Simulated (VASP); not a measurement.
Li (a cell with a defect): single point with PBE

Crystal: Li (a cell with a defect).

```
Li
1.0
     6.86721    0.00000    0.00000
     0.00000    6.86721    0.00000
     0.00000    0.00000    6.86721
Li
15
Direct
  0.00987 0.00987 0.49013
  0.00987 0.49013 0.00987
  0.00987 0.49013 0.49013
  0.49013 0.00987 0.00987
  0.49013 0.00987 0.49013
  0.49013 0.49013 0.00987
  0.49013 0.49013 0.49013
  0.00987 0.00987 0.00987
  0.25000 0.25000 0.75000
  0.25000 0.75000 0.25000
  0.25000 0.75000 0.75000
  0.75000 0.25000 0.25000
  0.75000 0.25000 0.75000
  0.75000 0.75000 0.25000
  0.75000 0.75000 0.75000
```

The cell was built by a generator and needn't be a form met in nature.

```json
{"Program": "VASP 6.6.1", "Task": "single point", "Functional": "PBE", "Potentials or basis": "VASP PAW PBE potentials, release 64 (Li_sv)", "Cutoff": "520 eV", "k mesh": "2 × 2 × 2", "Occupations": "methfessel-paxton, width 0.1 eV", "Spin": "no spin polarisation"}
```

- Band gap on the k mesh: none (metal or under the smearing width)

Forces on the atoms (eV/Å):
```
Li   0.001  0.001 -0.001
Li   0.001 -0.001  0.001
Li   0.001 -0.001 -0.001
Li  -0.001  0.001  0.001
Li  -0.001  0.001 -0.001
Li  -0.001 -0.001  0.001
Li  -0.001 -0.001 -0.001
Li   0.001  0.001  0.001
Li   0.000  0.000  0.000
Li   0.000  0.000  0.000
Li   0.000  0.000  0.000
Li   0.000  0.000  0.000
Li   0.000  0.000  0.000
Li   0.000  0.000  0.000
Li   0.000  0.000  0.000
```

Levels at points of the mesh, in eV from the Fermi level:
```tsv
k point	band 20	band 21	band 22	band 23	band 24	band 25
(0.00, 0.00, 0.00)	-0.99	-0.99	-0.79	0.25	0.25	0.25
(0.50, 0.00, 0.00)	-0.58	-0.56	-0.33	-0.33	-0.33	-0.33
(0.50, 0.50, 0.00)	-0.01	-0.01	0.08	0.11	0.13	0.15
(0.50, 0.50, 0.50)	-1.62	-1.62	-1.62	-1.33	2.53	2.53
```

Run time: 2.9 min on 1 thread of Intel(R) Xeon(R) Platinum 8488C (Sapphire Rapids) (shared host), peak memory 0.35 GiB.

Caveat: the k mesh is coarse (spacing up to 0.46 Å⁻¹), so the values aren't converged.
